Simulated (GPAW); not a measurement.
A run of GPAW 26.7.0:

Contents of run.py:

```python
from ase.dft.bandgap import bandgap
from ase.io import read, write
from ase.units import GPa
from gpaw import GPAW, PW

atoms = read('AlN.cif')

calc = GPAW(mode=PW(600),
            xc='PBE',
            kpts={'size': (8, 8, 8), 'gamma': True},
            occupations={'name': 'fermi-dirac', 'width': 0.01},
            nbands=11,
            convergence={'density': 1e-05, 'energy': 1e-05},
            maxiter=150,
            txt='gpaw.txt')
atoms.calc = calc
energy = atoms.get_potential_energy()
forces = atoms.get_forces()
stress = atoms.get_stress()
calc.write('gs.gpw')
write('result.traj', atoms)
print(f'Energy: {energy:.6f} eV')
print('Forces (eV/A):')
print(forces.round(4))
print('Stress (GPa):', (stress / GPa).round(3))
print('Fermi level:', round(calc.get_fermi_level(), 4), 'eV')
print(f'Gap: {bandgap(calc)[0]:.4f} eV, direct: {bandgap(calc, direct=True)[0]:.4f} eV')
```

Contents of AlN.cif:

```cif
data_AlN
_cell_length_a 3.08863331
_cell_length_b 3.08863331
_cell_length_c 3.08863331
_cell_angle_alpha 60.00000000
_cell_angle_beta 60.00000000
_cell_angle_gamma 60.00000000
_space_group_name_H-M_alt 'P1'
_space_group_name_Hall 'P 1'
_space_group_IT_number 1
loop_
_space_group_symop_operation_xyz
'x,y,z'
loop_
_atom_site_label
_atom_site_type_symbol
_atom_site_symmetry_multiplicity
_atom_site_Wyckoff_symbol
_atom_site_fract_x
_atom_site_fract_y
_atom_site_fract_z
_atom_site_occupancy
Al1 Al 1 a 0.0000000000 0.0000000000 0.0000000000 1
N1 N 1 a 0.2500000000 0.2500000000 0.2500000000 1
```

Potentials or basis: GPAW PAW data sets (gpaw-data 1.2.1), pw.

The run is started by

```bash
$ OMP_NUM_THREADS=1 python run.py
```

Hardware: 1 thread of Arm Neoverse V1, with other jobs on the host.

Problem. Estimate the wall time of this run.

Solution. It took 7.1 s on 1 thread of Arm Neoverse V1 (shared host), peak memory 0.13 GiB. Counts: scf iterations 10, plane waves 725, bands 11, k points 29.
